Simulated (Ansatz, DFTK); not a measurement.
This is a calculation of WS2 (Tungstenite) for DFTK 0.8.2. 

run.jl

```julia
using DFTK
using PseudoPotentialData
using Unitful, UnitfulAtomic
using LinearAlgebra, Printf
include("save.jl")
disable_threading()

# lattice vectors are the columns
lattice = austrip(1u"Å") * [          3.18          -1.59            0.0;
                      0.0    2.753960784            0.0;
                      0.0            0.0           12.5]
symbols   = [:W, :W, :S, :S, :S, :S]
positions = [[0.6666666667, 0.3333333333, 0.75],
             [0.3333333333, 0.6666666667, 0.25],
             [0.6666666667, 0.3333333333, 0.375],
             [0.3333333333, 0.6666666667, 0.875],
             [0.6666666667, 0.3333333333, 0.125],
             [0.3333333333, 0.6666666667, 0.625]]
pseudopotentials = PseudoFamily("dojo.nc.sr.pbesol.v0_4_1.standard.upf")
elements = Dict(s => ElementPsp(s, pseudopotentials) for s in unique(symbols))
atoms    = [elements[s] for s in symbols]

build_model(lattice, positions; symmetries=true) =
    model_DFT(lattice, atoms, positions;
              functionals=PBEsol(),
              temperature=austrip(0.05u"eV"),
              smearing=Smearing.FermiDirac(),
              symmetries)
Ecut  = 37.0  # hartree
kgrid = [10, 10, 3]
tol   = 1e-6
to_GPa = ustrip(uconvert(u"GPa", 1u"hartree/bohr^3"))

model = build_model(lattice, positions)
basis = PlaneWaveBasis(model; Ecut, kgrid)
display(basis)
scfres = self_consistent_field(basis;
                               tol,
                               nbandsalg=AdaptiveBands(model; n_bands_converge=33))
display(scfres.energies)
@printf "Fermi level: %.6f eV\n" ustrip(auconvert(u"eV", something(scfres.εF, NaN)))
forces = compute_forces_cart(scfres)
println("Forces (eV/Å)")
for (s, f) in zip(symbols, forces)
    @printf "%-3s %12.6f %12.6f %12.6f\n" s ustrip.(auconvert.(u"eV/Å", f))...
end
stress = compute_stresses_cart(scfres)
println("Stress (GPa)")
display(round.(stress * to_GPa; digits=4))
println("Levels at the first k-point (eV): ", round.(ustrip.(auconvert.(u"eV", scfres.eigenvalues[1][1:scfres.n_bands_converge])); digits=4))
save_scf!(scfres; forces, stress)
```

Potentials or basis: dojo.nc.sr.pbesol.v0_4_1.standard.upf (PBEsol).

Launch:

```bash
$ julia --threads=1 run.jl  # save.jl only writes the numbers to a file and isn't shown; printed stress counts tension as positive; times include loading and compiling
```

Problem. Translate it to Ansatz 0.2.0. Potentials or basis there: Ansatz PAW, cutoff 420 eV.

Solution. As run (cutoffs and basis follow the program's own potentials, and thresholds, step limits or extra output files can differ):

File input.yaml:

```yaml
crystal:
  lattice:
    - [3.18, 0.0, 0.0]
    - [-1.59, 2.753960784, 0.0]
    - [0.0, 0.0, 12.5]
  atoms:
    - { symbol: W, position: [0.6666666667, 0.3333333333, 0.75] }
    - { symbol: W, position: [0.3333333333, 0.6666666667, 0.25] }
    - { symbol: S, position: [0.6666666667, 0.3333333333, 0.375] }
    - { symbol: S, position: [0.3333333333, 0.6666666667, 0.875] }
    - { symbol: S, position: [0.6666666667, 0.3333333333, 0.125] }
    - { symbol: S, position: [0.3333333333, 0.6666666667, 0.625] }
hamiltonian:
  xc: pbesol
  pseudopotentials: { kind: paw }
kpoints:
  mp_grid: { grid: [10, 10, 3] }
scf:
  occupations: { method: fermi_dirac, width: 0.05 }
output:
  forces: true
  stress: true
  eigenvalues: true
```

Potentials or basis: Ansatz PAW.

The run is started by

```sh
$ ansatz run input.yaml --threads 1 --pin off --max-ram 3584MiB --backend cpu --events-out ev --progress --plain --runs-dir out
```

Both were run:

|  | DFTK | Ansatz |
| --- | --- | --- |
| Pressure | -2.7 GPa | -2.7 GPa |
| Largest force | 0.151 eV/Å | 0.154 eV/Å |

Ansatz's pressure holds a Pulay term of +0.02 GPa for its cutoff of 420 eV, which the other run lacks.

Ansatz's potentials were made for PBE.

Where Ansatz's input types no cutoff or centring, it takes its own default and a Γ-centred mesh.

Pressure is positive in compression.
